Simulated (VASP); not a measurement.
**A VASP 6.6.1 single-point calculation on AlAs**

INCAR

```
METAGGA = R2SCAN
SIGMA = 0.01
ENCUT = 520
ISMEAR = 0
EDIFF = 1E-7
NBANDS = 11
LCHARG = .FALSE.
ISIF = 2
PREC = Accurate
LREAL = .FALSE.
NELECT = 8.1
LWAVE = .FALSE.
IBRION = -1
ALGO = Normal
ISPIN = 2
LASPH = .TRUE.
MAGMOM = -1 1
NSW = 0
NELM = 120
```

KPOINTS

```
KPOINTS created by Atomic Simulation Environment
0
Gamma
8 8 8
0 0 0
```

POSCAR

```
Al As
 1.0000000000000000
     0.0000000000000000    2.8389246377751847    2.8389246377751847
     2.8389246377751847    0.0000000000000000    2.8389246377751847
     2.8389246377751847    2.8389246377751847    0.0000000000000000
 Al  As
   1   1
Cartesian
  0.0000000000000000 -0.0000000000000000 -0.0000000000000000
  1.4194623188875921  1.4194623188875921  1.4194623188875921
```

The recommended PBE PAW datasets give the neutral cell 8 valence electrons.

Command

```
mpirun -np 1 vasp_std
```

OSZICAR

```
N       E                     dE             d eps       ncg     rms          rms(c)
DAV:   1     0.216542010772E+01    0.21654E+01   -0.30875E+03  1276   0.566E+02
DAV:   2    -0.221891103071E+02   -0.24355E+02   -0.23296E+02  1627   0.926E+01
DAV:   3    -0.232372372167E+02   -0.10481E+01   -0.10461E+01  1569   0.191E+01
DAV:   4    -0.232455987831E+02   -0.83616E-02   -0.83608E-02  1491   0.206E+00
DAV:   5    -0.232457601660E+02   -0.16138E-03   -0.16138E-03  1606   0.279E-01    0.453E+00
DAV:   6    -0.221047257909E+02    0.11410E+01   -0.12072E+00  1420   0.444E+00    0.273E+00
DAV:   7    -0.221139881635E+02   -0.92624E-02   -0.25626E-01  1445   0.235E+00    0.146E+00
DAV:   8    -0.221214132309E+02   -0.74251E-02   -0.20103E-02  1443   0.943E-01    0.806E-01
DAV:   9    -0.221226283537E+02   -0.12151E-02   -0.44882E-03  1516   0.393E-01    0.284E-01
DAV:  10    -0.221229695128E+02   -0.34116E-03   -0.60360E-04  1453   0.156E-01    0.878E-02
DAV:  11    -0.221229958691E+02   -0.26356E-04   -0.20144E-04  1488   0.788E-02    0.463E-02
DAV:  12    -0.221230028872E+02   -0.70181E-05   -0.52107E-05  1436   0.548E-02    0.169E-02
DAV:  13    -0.221230058780E+02   -0.29908E-05   -0.51889E-06  1444   0.194E-02    0.901E-03
DAV:  14    -0.221230060639E+02   -0.18588E-06   -0.46907E-07  1539   0.395E-03    0.427E-03
DAV:  15    -0.221230055606E+02    0.50324E-06   -0.43295E-07  1405   0.446E-03    0.146E-03
DAV:  16    -0.221230055731E+02   -0.12463E-07   -0.10291E-07  1076   0.201E-03
   1 F= -.22123006E+02 E0= -.22122942E+02  d E =-.126536E-03  mag=     0.0289
```

It converged. Results: pressure 2.6 GPa; magnetic moment of the cell 0.03 μB.

The cell is charged and sits in a uniform background.

For comparison, a separate r²SCAN run of the intended cell, on usual settings and not on those above, gives a gap of 1.81 eV on its mesh and a pressure of 0.0 GPa.

The run above took about 92 s on one core of a shared host (Intel Xeon Platinum 8488C) and held 0.2 GiB at most.
